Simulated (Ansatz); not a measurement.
BAs, h-MgO type (no longer in that coordination): a single-point calculation in Ansatz (HSE06). The cell was relaxed with r2SCAN and then strained (uniaxial -3.38 % along x, other directions held), with the atoms relaxed again with r2SCAN; k points keep the names of the unstrained zone.

```yaml
crystal:
  lattice:
    - [3.2520914748, 0.0, 0.0]
    - [-1.6260457374, 2.9149180631, 0.0]
    - [0.0, 0.0, 8.7445975206]
  atoms:
    - { symbol: B, position: [0.326329741, 0.652659482, 0.25] }
    - { symbol: B, position: [0.673670259, 0.347340518, 0.75] }
    - { symbol: As, position: [0.6564277655, 0.312855531, 0.25] }
    - { symbol: As, position: [0.3435722345, 0.687144469, 0.75] }
kpoints:
  mp_grid: { grid: [6, 6, 2] }
  band_path:
    path:
      - [0.0, 0.0, 0.0]
      - [0.5, 0.0, 0.0]
      - [0.3333333333, 0.3333333333, 0.0]
      - [0.0, 0.0, 0.5]
      - [0.5, 0.0, 0.5]
      - [0.3333333333, 0.3333333333, 0.5]
      - [0.3666666667, 0.2666666667, 0.0]
    npoints: 1
hamiltonian:
  xc: hse06
scf:
  occupations: { method: fixed }
  n_extra_bands: 5
output:
  forces: true
  stress: true
  eigenvalues: true
```

In the abridged output below, numbers in square brackets stand for lines, or ends of lines, that were taken out.
```
scf.n_extra_bands = 5 over 18 filled bands (N_el = 36.0): the run solves 23 bands
Functional definition: HSE06
Crystal: 4 atoms, lattice volume = 82.895 Å³
Basis set: ecut = 420 eV, 1657 PW (Γ)
Symmetry: 8 space group operations
Space group: Cmcm (ITA 63)
k-points: 26 of 72
[warm-up without exact exchange]
SCF 1 stopped early in 4 iterations: F = -10022.515741 eV  dr2 = 5.11e-6
[exact exchange on]
Exchange kernel: α = 0.2500, screened, ω = 0.2079 Å⁻¹, Wigner–Seitz truncation, v(0) = 1043.3087 eV·Å³, q-mesh 6×6×2
SCF 2 stopped early in 7 iterations: F = -10025.109733 eV  dr2 = 2.83e-6
hybrid outer 1: dexx = +1.092e-2 eV, tail = 9.00e-5 eV
SCF 3 converged in 6 iterations: F = -10025.110122 eV  dr2 = 3.82e-9
hybrid outer 2: dexx = +1.752e-6 eV, tail = 3.35e-8 eV, Δε = 2.20e-3 eV, ΔF = 5.41e-4 eV/Å
hybrid SCF converged: 2 outer / 13 inner (+4 warm-up)
Free energy (F): -10025.110122 eV
[1]
--- Per-component energies (eV) ---
  E_band       = -708.679649
  E_kinetic    = 301.410952
  E_local      = -4808.829432
  E_nonlocal   = -1316.644745
  E_hartree    = 2493.515921
  E_xc         = -179.341406
  E_vxc        = -187.500406
  E_exx        = -133.016894
  E_paw        = -3738.738939
  E_vpaw       = 581.887023
  E_ewald      = -2641.919984
  E_core_change = -1.545601
--- Forces (eV/Å), atoms counted from 1 ---
[2]
--- Stress (GPa, compression-positive) ---
       10.951151       0.000000       0.000000
        0.000000       3.021678       0.000000
        0.000000       0.000000       0.337748
  P = ⅓ Tr σ = 4.7702 GPa (47.702 kbar)
--- Band table (eV; the first three rows and the last of 26) ---
[3]
```

The rows of the band table are 0: (0, 0, 0) = Γ, 1: (0, 0, -1/2) = A, 2: (0, 1/6, 0), 25: (-1/2, 1/6, -1/2).

Question: Fill in the blanks. They hold the forces, the Fermi energy and the band table.

Answer:
```
[1]
Fermi energy:    5.116619 eV
[2]
  atom   1  B       0.00000    -0.01843      0.00000
  atom   2  B       0.00000      0.01843      0.00000
  atom   3  As      0.00000      0.01410      0.00000
  atom   4  As      0.00000    -0.01410      0.00000
[3]
  k-point 0: bands = […, -0.2734, 0.9756, 3.0387, 3.0724, 3.4786, 3.5108, 8.7736, 10.2633, 10.4345, 11.0792, …]
  k-point 1: bands = […, 0.2876, 0.2876, 3.0556, 3.0556, 3.4946, 3.4946, 10.2783, 10.2783, 10.6937, 10.6937, …]
  k-point 2: bands = […, 0.2434, 0.8261, 0.8843, 1.4776, 2.7141, 2.7518, 9.2384, 10.2226, 10.3493, 12.1104, …]
  k-point 25: bands = […, -3.6950, -3.6950, -0.5119, -0.5119, 3.7653, 3.7653, 7.5412, 7.5412, 10.4737, 10.4737, …]
```
The trailing digits, and the zero of the energies, depend on the potentials and thresholds.

HSE06 gives an indirect gap of 1.02 eV, from k = (0.367, 0.267, 0) to H; the least direct gap is 1.03 eV at k = (0.367, 0.267, 0). (Of the valleys that strain may split, one alone was solved off the mesh, so this is an upper bound.) Least and direct gap differ so little that the kind isn't settled. With the atoms held, the mean pressure is +4.8 GPa (compression positive). (The program warns that its thresholds are loose for a hybrid's stress.)

No spin polarisation and no zero-point or thermal motion; the cell was built from a prototype and may be hypothetical.

Spin-orbit coupling is left out.

The meshes of the hybrids are coarse, so their gaps aren't converged to the digits shown.
